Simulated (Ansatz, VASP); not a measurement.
Hf: VASP beside Ansatz

```
Hf
1.0
     0.00000    2.17994    2.17994
     2.17994    0.00000    2.17994
     2.17994    2.17994    0.00000
Hf
1
Direct
  0.00000 0.00000 0.00000
```

This isn't the form of Hf at room conditions, which is hcp.

Alike in both runs: functional LDA; k mesh 16 × 16 × 16; occupations gaussian, width 0.1 eV; no spin polarisation.

Ansatz relaxed the structure, and its values are those at the end. VASP's run is a single point on that final structure, the one shown.

|  | VASP | Ansatz |
| --- | --- | --- |
| version | VASP 6.6.1 | Ansatz 0.2.0 |
| potentials or method | VASP PAW LDA potentials, release 64 (Hf_pv) | scalar-relativistic, plane waves, PAW |
| plane-wave cutoff (eV) | 520 | 420 |
| valence electrons in the cell | 10 | 26 |

|  | VASP | Ansatz | Ansatz less VASP |
| --- | --- | --- | --- |
| gap on the k mesh at the Fermi level (eV) | none | none | - |
| pressure (GPa) | 0.0 | 0.0 | 0.00 |

A gap of «none» marks a metal or a gap that the smearing closes. The two sets of potentials don't hold the same shells in valence.

The runs have no spin-orbit coupling, so splittings on Hf are missing.
